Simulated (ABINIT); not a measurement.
# Co (P6_3/mmc) in ABINIT: reference runs

Reference runs on Co: the cell as given and a disturbed copy.

All numbers are computed with ABINIT 10.8.3 (patched build); they aren't measurements. Logs are shortened: lines on timing, memory, paths and dates and some standing lists are left out, and cuts for length are marked. The log counts tension as positive stress, the text compression.

**1. Starting point**

The structure is hexagonal, space group P6_3/mmc (No. 194). The conventional cell has a = 2.472 Å, b = 2.472 Å, c = 4.021 Å, α = 90.00°, β = 90.00°, γ = 120.00°. Around Co (site symmetry -6m2) lie 12 Co at 2.47 Å.

**2. Equation of state, PBEsol, collinear spin, ferromagnetic start**

run.abi

```
ndtset 7
getwfk -1
scalecart1 3*0.9795861087
scalecart2 3*0.9864848297
scalecart3 3*0.9932883884
scalecart4 3*1.0000000000
scalecart5 3*1.0066227096
scalecart6 3*1.0131594038
scalecart7 3*1.0196128224

pp_dirpath "./"
pseudos "Co.GGA_PBE-JTH.xml"

acell 3*1.0
rprim
     4.6714027971     0.0000000000     0.0000000000
    -2.3357013986     4.0455534936     0.0000000000
     0.0000000000     0.0000000000     7.5988610189
ntypat 1
znucl 27
natom 2
typat 1 1
xred
     0.6666666667     0.3333333333     0.7500000000
     0.3333333333     0.6666666667     0.2500000000

ecut 707.496042 eV
pawecutdg 48.0
pawxcdev 0

kptopt 1
ngkpt 12 12 7
nshiftk 1
shiftk 0.0 0.0 0.0

ixc -116133

nband 22
occopt 3
tsmear 0.00183747

nsppol 2
spinat
     0.0000000000     0.0000000000     2.0000000000
     0.0000000000     0.0000000000     2.0000000000

nstep 100
tolvrs 1.0e-9

iomode 3
prtwf 1
prtden 0
prteig 0
prtebands 0
enunit 1
```

Potentials or basis: JTH PAW PBE v2.0.

On the command line:

```sh
> abinit run.abi > log 2>&1
```

run.abo:

```text
.Version 10.8.3 of ABINIT
 DATASET    1 : space group P6_3/m m c (#194); Bravais hP (primitive hexag.)
================================================================================
 Values of the parameters that define the memory need for DATASET  1.
     intxc =       0    ionmov =       0      iscf =      17    lmnmax =      18
     lnmax =       6     mgfft =      36  mpssoang =       3    mqgrid =    3001
     natom =       2  nloc_mem =       2    nspden =       2   nspinor =       1
    nsppol =       2      nsym =      24    n1xccc =       1    ntypat =       1
    occopt =       3   xclevel =       2
       mpw =         868          nfft =       20736          nkpt =          76
 PAW method is used; the additional fine FFT grid is defined by:
   mgfftf=        48    nfftf =     43200
================================================================================
================================================================================
[... 71 lines left out ...]
 DATASET    7 : space group P6_3/m m c (#194); Bravais hP (primitive hexag.)
================================================================================
 Values of the parameters that define the memory need for DATASET  7.
     intxc =       0    ionmov =       0      iscf =      17    lmnmax =      18
     lnmax =       6     mgfft =      36  mpssoang =       3    mqgrid =    3001
     natom =       2  nloc_mem =       2    nspden =       2   nspinor =       1
    nsppol =       2      nsym =      24    n1xccc =       1    ntypat =       1
    occopt =       3   xclevel =       2
       mpw =         985          nfft =       20736          nkpt =          76
 PAW method is used; the additional fine FFT grid is defined by:
   mgfftf=        50    nfftf =     45000
================================================================================
================================================================================

--------------------------------------------------------------------------------
------------- Echo of variables that govern the present computation ------------
--------------------------------------------------------------------------------
 -outvars: echo values of preprocessed input variables --------
            acell      1.0000000000E+00  1.0000000000E+00  1.0000000000E+00 Bohr
              amu      5.89332000E+01
             ecut      2.60000000E+01 Hartree
           enunit           1
           getwfk          -1
                       outvar_i_n : Printing only first  50 k-points.
              ixc     -116133
           jdtset        1    2    3    4    5    6    7
                       outvar_i_n : Printing only first  50 k-points.
         kptrlatt       12    0    0      0   12    0      0    0    7
          kptrlen1     5.21061709E+01
          kptrlen2     5.24731278E+01
          kptrlen3     5.28350229E+01
          kptrlen4     5.31920271E+01
          kptrlen5     5.35443025E+01
          kptrlen6     5.38920025E+01
          kptrlen7     5.42352729E+01
            natom           2
            nband          22
           ndtset           7
            ngfft          24      24      36
          ngfftdg1         30      30      48
          ngfftdg2         30      30      48
          ngfftdg3         30      30      48
          ngfftdg4         30      30      48
          ngfftdg5         30      30      48
          ngfftdg6         30      30      50
          ngfftdg7         30      30      50
             nkpt          76
           nspden           2
           nsppol           2
            nstep         100
             nsym          24
           ntypat           1
                       prtocc : prtvol=0, do not print more k-points.
                       1.000000  1.000000  1.000000  1.000000  1.000000  1.000000
                       1.000000  1.000000  1.000000  1.000000  1.000000  1.000000
                       1.000000  1.000000  1.000000  1.000000  1.000000  0.000000
                       0.000000  0.000000  0.000000  0.000000
                       1.000000  1.000000  1.000000  1.000000  1.000000  1.000000
                       1.000000  1.000000  1.000000  1.000000  1.000000  1.000000
                       1.000000  1.000000  1.000000  1.000000  1.000000  0.000000
                       0.000000  0.000000  0.000000  0.000000
                       1.000000  1.000000  1.000000  1.000000  1.000000  1.000000
                       1.000000  1.000000  1.000000  1.000000  1.000000  1.000000
                       1.000000  1.000000  1.000000  1.000000  1.000000  0.000000
                       0.000000  0.000000  0.000000  0.000000
                       1.000000  1.000000  1.000000  1.000000  1.000000  1.000000
                       1.000000  1.000000  1.000000  1.000000  1.000000  1.000000
                       1.000000  1.000000  1.000000  1.000000  1.000000  0.000000
                       0.000000  0.000000  0.000000  0.000000
                       1.000000  1.000000  1.000000  1.000000  1.000000  1.000000
[... 168 lines left out ...]
                       1.000000  1.000000  1.000000  1.000000  1.000000  1.000000
                       1.000000  1.000000  1.000000  1.000000  1.000000  0.000000
                       0.000000  0.000000  0.000000  0.000000
                       1.000000  1.000000  1.000000  1.000000  1.000000  1.000000
                       1.000000  1.000000  1.000000  1.000000  1.000000  1.000000
                       1.000000  1.000000  1.000000  1.000000  1.000000  0.000000
                       0.000000  0.000000  0.000000  0.000000
                       1.000000  1.000000  1.000000  1.000000  1.000000  1.000000
                       1.000000  1.000000  1.000000  1.000000  1.000000  1.000000
                       1.000000  1.000000  1.000000  1.000000  1.000000  0.000000
                       0.000000  0.000000  0.000000  0.000000
                       1.000000  1.000000  1.000000  1.000000  1.000000  1.000000
                       1.000000  1.000000  1.000000  1.000000  1.000000  1.000000
                       1.000000  1.000000  1.000000  1.000000  1.000000  0.000000
                       0.000000  0.000000  0.000000  0.000000
[... 18 lines left out ...]
                       0.0000000000E+00  0.0000000000E+00  7.5988610189E+00
            rprim5     4.7023401412E+00  0.0000000000E+00  0.0000000000E+00
                      -2.3511700707E+00  4.0723460196E+00  0.0000000000E+00
                       0.0000000000E+00  0.0000000000E+00  7.6491860687E+00
            rprim6     4.7328756728E+00  0.0000000000E+00  0.0000000000E+00
                      -2.3664378365E+00  4.0987905656E+00  0.0000000000E+00
                       0.0000000000E+00  0.0000000000E+00  7.6988574995E+00
            rprim7     4.7630221905E+00  0.0000000000E+00  0.0000000000E+00
                      -2.3815110953E+00  4.1248982158E+00  0.0000000000E+00
                       0.0000000000E+00  0.0000000000E+00  7.7478961305E+00
          spgroup         194
           spinat      0.0000000000E+00  0.0000000000E+00  2.0000000000E+00
                       0.0000000000E+00  0.0000000000E+00  2.0000000000E+00
           tolvrs      1.00000000E-09
           tsmear      1.83747000E-03 Hartree
            typat      1  1
           useylm           1
                       outvars : Printing only first  50 k-points.
           xangst1     1.2107683821E+00  6.9903745134E-01  2.9542926594E+00
                      -1.7279180066E-11  1.3980749027E+00  9.8476421980E-01
           xangst2     1.2192952009E+00  7.0396041247E-01  2.9750982227E+00
                      -1.7400777884E-11  1.4079208249E+00  9.9169940757E-01
           xangst3     1.2277043991E+00  7.0881546533E-01  2.9956167900E+00
                      -1.7520805562E-11  1.4176309307E+00  9.9853893001E-01
           xangst4     1.2359999507E+00  7.1360490428E-01  3.0158580580E+00
                      -1.7639523111E-11  1.4272098086E+00  1.0052860193E+00
           xangst5     1.2441856195E+00  7.1833090233E-01  3.0358312101E+00
                      -1.7756007556E-11  1.4366618047E+00  1.0119437367E+00
           xangst6     1.2522649732E+00  7.2299551937E-01  3.0555449520E+00
                      -1.7871434744E-11  1.4459910387E+00  1.0185149840E+00
           xangst7     1.2602413983E+00  7.2760071053E-01  3.0750075464E+00
                      -1.7985334392E-11  1.4552014211E+00  1.0250025155E+00
            xcart1     2.2880206441E+00  1.3209893348E+00  5.5828040220E+00
                      -3.2652918004E-11  2.6419786696E+00  1.8609346740E+00
            xcart2     2.3041339964E+00  1.3302923831E+00  5.6221208386E+00
                      -3.2882704579E-11  2.6605847661E+00  1.8740402795E+00
            xcart3     2.3200250779E+00  1.3394671033E+00  5.6608953114E+00
                      -3.3109524018E-11  2.6789342066E+00  1.8869651038E+00
            xcart4     2.3357013985E+00  1.3485178312E+00  5.6991457642E+00
                      -3.3333867671E-11  2.6970356624E+00  1.8997152547E+00
            xcart5     2.3511700706E+00  1.3574486732E+00  5.7368895515E+00
                      -3.3553991370E-11  2.7148973464E+00  1.9122965172E+00
            xcart6     2.3664378364E+00  1.3662635219E+00  5.7741431246E+00
                      -3.3772117142E-11  2.7325270437E+00  1.9247143749E+00
            xcart7     2.3815110952E+00  1.3749660719E+00  5.8109220979E+00
                      -3.3987356284E-11  2.7499321439E+00  1.9369740326E+00
             xred      6.6666666667E-01  3.3333333333E-01  7.5000000000E-01
                       3.3333333333E-01  6.6666666667E-01  2.5000000000E-01
            znucl       27.00000

================================================================================

 chkinp: Checking input parameters for consistency, jdtset=   1.

 chkinp: Checking input parameters for consistency, jdtset=   2.
[... 36 lines left out ...]
 getcut: wavevector=  0.0000  0.0000  0.0000  ngfft=  30  30  48
         ecut(hartree)=     48.000   => boxcut(ratio)=   2.06759

--- Pseudopotential description ------------------------------------------------
- pspini: atom type   1  psp file is ./Co.GGA_PBE-JTH.xml
 Pseudopotential format is: paw10
 basis_size (lnmax)=  6 (lmn_size= 18), orbitals=   0   0   1   1   2   2
 Spheres core radius: rc_sph= 2.10903434
 Shapefunction is SIN type: shapef(r)=[sin(pi*r/rshp)/(pi*r/rshp)]**2
 Radius for shape functions =  1.60384542
 Compensation charge density is not taken into account in XC energy/potential

   1.02819556E+03                                ecore*ucvol(ha*bohr**3)
--------------------------------------------------------------------------------

================================================================================

--- !BeginCycle
iteration_state: {dtset: 1, }
solver: {iscf: 17, nstep: 100, nline: 4, wfoptalg: 10, }
tolerances: {tolvrs: 1.00E-09, }
...
[... 1304 lines left out ...]
-Cartesian components of stress tensor (GPa)         [Pressure= -1.5765E+01 GPa]
- sigma(1 1)=  1.49740423E+01  sigma(3 2)=  0.00000000E+00
- sigma(2 2)=  1.49740423E+01  sigma(3 1)=  0.00000000E+00
- sigma(3 3)=  1.73472051E+01  sigma(2 1)=  1.63197870E-08

== END DATASET(S) ==============================================================
================================================================================

 -outvars: echo values of variables after computation  --------
            acell      1.0000000000E+00  1.0000000000E+00  1.0000000000E+00 Bohr
           etotal1    -2.9263504378E+02
           etotal2    -2.9263574647E+02
           etotal3    -2.9263594547E+02
           etotal4    -2.9263569386E+02
           etotal5    -2.9263503468E+02
           etotal6    -2.9263398336E+02
           etotal7    -2.9263260262E+02
            fcart1     0.0000000000E+00  0.0000000000E+00 -0.0000000000E+00
                       0.0000000000E+00  0.0000000000E+00 -0.0000000000E+00
            fcart2     2.0450760016E-28 -1.1807251800E-28 -7.0156879216E-32
                      -2.0450760016E-28  1.1807251800E-28  7.0156879216E-32
            fcart3    -1.7409155932E-28 -2.0102361727E-28 -0.0000000000E+00
                       1.7409155932E-28  2.0102361727E-28 -0.0000000000E+00
            fcart4     5.7641041462E-29 -3.3279070804E-29 -0.0000000000E+00
                      -5.7641041462E-29  3.3279070804E-29 -0.0000000000E+00
            fcart5     2.8630906552E-29  3.4713129370E-28 -0.0000000000E+00
                      -2.8630906552E-29 -3.4713129370E-28 -0.0000000000E+00
[... 38 lines left out ...]
                       0.0000000000E+00  0.0000000000E+00  5.5469828668E-13
           xangst1     1.2107683821E+00  6.9903745134E-01  2.9542926594E+00
                      -1.7279180066E-11  1.3980749027E+00  9.8476421980E-01
           xangst2     1.2192952009E+00  7.0396041247E-01  2.9750982227E+00
                      -1.7400777884E-11  1.4079208249E+00  9.9169940757E-01
           xangst3     1.2277043991E+00  7.0881546533E-01  2.9956167900E+00
                      -1.7520805562E-11  1.4176309307E+00  9.9853893001E-01
           xangst4     1.2359999507E+00  7.1360490428E-01  3.0158580580E+00
                      -1.7639523111E-11  1.4272098086E+00  1.0052860193E+00
           xangst5     1.2441856195E+00  7.1833090233E-01  3.0358312101E+00
                      -1.7756007556E-11  1.4366618047E+00  1.0119437367E+00
           xangst6     1.2522649732E+00  7.2299551937E-01  3.0555449520E+00
                      -1.7871434744E-11  1.4459910387E+00  1.0185149840E+00
           xangst7     1.2602413983E+00  7.2760071053E-01  3.0750075464E+00
                      -1.7985334392E-11  1.4552014211E+00  1.0250025155E+00
             xred      6.6666666667E-01  3.3333333333E-01  7.5000000000E-01
                       3.3333333333E-01  6.6666666667E-01  2.5000000000E-01
 Calculation completed.
```

Wall time 11 min (1 thread of Arm Neoverse V2, shared host); peak memory 0.21 GiB.

What came out:

```yaml
Equilibrium_volume: 10.41 Å³/atom
Bulk_modulus_at_fixed_shape_and_positions: 229 GPa
Pressure_derivative_of_the_bulk_modulus: 3.6
```

Energy against volume, from the lowest point:
| volume (Å³/atom) | energy (meV/atom) |
| --- | --- |
| 10.002 | 12.27 |
| 10.215 | 2.71 |
| 10.427 | 0.00 |
| 10.640 | 3.42 |
| 10.853 | 12.39 |
| 11.066 | 26.70 |
| 11.279 | 45.48 |

Caveat: pressures at fixed basis lie under the slope of the energies; the cell was scaled at fixed shape and fractional positions, which overstates the stiffness of a crystal with free parameters, most of all of layers and chains; the PAW data sets were made with another functional, which shifts forces and pressure a little.

**3. Single point, PBEsol, collinear spin, ferromagnetic start (atoms moved at random, drawn with an rms of 0.05 Å)**

run.abi

```
# Pseudopotentials
pp_dirpath "./"
pseudos "Co.GGA_PBE-JTH.xml"

# Structure
acell 3*1.0
rprim
     4.6714027971     0.0000000000     0.0000000000
    -2.3357013986     4.0455534936     0.0000000000
     0.0000000000     0.0000000000     7.5988610189
ntypat 1
znucl 27
natom 2
typat 1 1
xcart
     2.3753826296     1.2650567141     5.6439248411
     0.0789116718     2.6412892838     1.8245777170
chkprim 0
chksymtnons 0
tolsym 1.0e-6

# Plane-wave basis
ecut 707.496042 eV
pawecutdg 48.0
pawxcdev 0

# k points
kptopt 1
ngkpt 12 12 7
nshiftk 1
shiftk 0.0 0.0 0.0

# Exchange and correlation
ixc -116133

# Bands and occupations
nband 22
occopt 3
tsmear 0.05 eV

# Spin
nsppol 2
spinat
     0.0000000000     0.0000000000     2.0000000000
     0.0000000000     0.0000000000     2.0000000000

# SCF cycle
nstep 100
tolvrs 1.0e-9

# Output
iomode 3
prtwf 0
prteig 0
prtebands 0
enunit 1
prtden 1
prtvha 1
prtvclmb 1
prtpot 1
```

Potentials or basis: JTH PAW PBE v2.0.

On the command line:

```sh
> mpirun --bind-to none -np 4 abinit run.abi > log 2>&1
```

Wall time 2.2 min (4 MPI ranks of Intel Xeon 6975P-C (Granite Rapids), shared host); peak memory 1 GiB.

The run converged. Its results:

```yaml
Free_energy: -7963.0228 eV
Pressure: -4.8 GPa
Largest_force: 0.094 eV/Å
Band_gap_on_the_k_mesh: none (metal or under the smearing width)
Net_moment: 3.20 μB per cell
Site_moments: Co +1.67 μB
Valence_electrons_inside_the_program's_atomic_spheres: Co 15.57 (radii [1.1161] Å)
```

Forces on the atoms (eV/Å):
```
Co   0.049  0.041 -0.068
Co  -0.049 -0.041  0.068
```

Stress tensor (GPa, compression positive):
```
-4.23 -0.39 -0.05
-0.39 -3.67 -0.01
-0.05 -0.01 -6.50
```

Levels at points of the mesh, in eV from the Fermi level:
Spin up:
```
           k point  band 17  band 18  band 19  band 20  band 21  band 22
(0.00, 0.00, 0.00)    -1.86    -0.81    -0.73    -0.29     6.37    21.98
(0.50, 0.00, 0.00)    -0.53    -0.47     1.26     3.46     9.57    10.21
(0.00, 0.50, 0.00)    -0.56    -0.46     1.38     3.33     9.75    10.42
(0.50, 0.50, 0.00)    -0.55    -0.46     1.36     3.34     9.73    10.40
```
Spin down:
| k point | band 11 | band 12 | band 13 | band 14 | band 15 | band 16 | band 17 | band 18 | band 19 | band 20 |
| --- | --- | --- | --- | --- | --- | --- | --- | --- | --- | --- |
| (0.00, 0.00, 0.00) | -1.06 | -1.00 | -0.98 | -0.63 | -0.61 | -0.27 | -0.20 | -0.10 | 1.05 | 1.13 |
| (0.50, 0.00, 0.00) | -3.41 | -1.88 | -1.15 | -1.01 | -0.65 | 1.26 | 1.36 | 1.41 | 2.55 | 4.47 |
| (0.00, 0.50, 0.00) | -3.35 | -1.93 | -1.15 | -1.12 | -0.68 | 1.24 | 1.35 | 1.42 | 2.65 | 4.35 |
| (0.50, 0.50, 0.00) | -3.36 | -1.92 | -1.15 | -1.11 | -0.67 | 1.25 | 1.35 | 1.42 | 2.64 | 4.36 |

Caveat: the PAW data sets were made with another functional, which shifts forces and pressure a little.

**4. Single point, PBEsol, collinear spin, ferromagnetic start**

Edit run.abi of step 3 so:

```diff
@@ -15,10 +15,7 @@
 xcart
-     2.3753826296     1.2650567141     5.6439248411
-     0.0789116718     2.6412892838     1.8245777170
-chkprim 0
-chksymtnons 0
-tolsym 1.0e-6
+     1.2359999517     0.7136049047     3.0158580600
+    -0.0000000001     1.4272098096     1.0052860200 Angstrom
 
 # Plane-wave basis
-ecut 707.496042 eV
+ecut 26.0
 pawecutdg 48.0
@@ -53,8 +50,4 @@
 prtwf 0
+prtden 0
 prteig 0
 prtebands 0
-enunit 1
-prtden 1
-prtvha 1
-prtvclmb 1
-prtpot 1
```

On the command line:

```sh
> abinit run.abi > log 2>&1
```

Wall time 1.9 min (1 thread of AMD EPYC 7R43 (Zen 3), shared host); peak memory 0.18 GiB.

Results (log left out):

```yaml
Free_energy: -7963.0229 eV
Pressure: -4.8 GPa
Band_gap_on_the_k_mesh: none (metal or under the smearing width)
Net_moment: 3.20 μB per cell
Site_moments: Co +1.67 μB
Valence_electrons_inside_the_program's_atomic_spheres: Co 15.57 (radii [1.1161] Å)
```

Stress tensor (GPa, compression positive):
```
-3.78  0.00  0.00
 0.00 -3.78  0.00
 0.00  0.00 -6.82
```

Levels at points of the mesh, in eV from the Fermi level:
Spin up:
```
           k point  band 15  band 16  band 17  band 18  band 19  band 20  band 21  band 22
(0.00, 0.00, 0.00)    -2.28    -1.90    -1.90    -0.77    -0.77    -0.29     6.37    21.99
(0.50, 0.00, 0.00)    -2.21    -0.61    -0.54    -0.46     1.34     3.38     9.69    10.34
```
Spin down:
| k point | band 12 | band 13 | band 14 | band 15 | band 16 | band 17 | band 18 | band 19 |
| --- | --- | --- | --- | --- | --- | --- | --- | --- |
| (0.00, 0.00, 0.00) | -0.99 | -0.99 | -0.62 | -0.62 | -0.27 | -0.15 | -0.15 | 1.09 |
| (0.50, 0.00, 0.00) | -1.91 | -1.13 | -1.10 | -0.66 | 1.25 | 1.35 | 1.42 | 2.62 |

Caveat: the PAW data sets were made with another functional, which shifts forces and pressure a little.

**5. Overview**

| task | cell | gap on the mesh (eV) | pressure (GPa) | moment (μB) |
| --- | --- | --- | --- | --- |
| equation of state | as given | - | - | - |
| single point | atoms moved at random, drawn with an rms of 0.05 Å | none | -4.8 | 3.20 |
| single point | as given | none | -4.8 | 3.20 |

Alike in all rows: level PBEsol; potentials or basis JTH PAW PBE v2.0; spin collinear, ferromagnetic start; k mesh 12 × 12 × 7; cutoff (eV) 707; smearing fermi-dirac 0.05 eV.

Caveats: the PAW data sets were made with another functional, which shifts forces and pressure a little; pressures at fixed basis lie under the slope of the energies (some runs); the cell was scaled at fixed shape and fractional positions, which overstates the stiffness of a crystal with free parameters, most of all of layers and chains (some runs).

Total energies depend on the potentials used, so only differences within one code and one set of settings carry meaning.
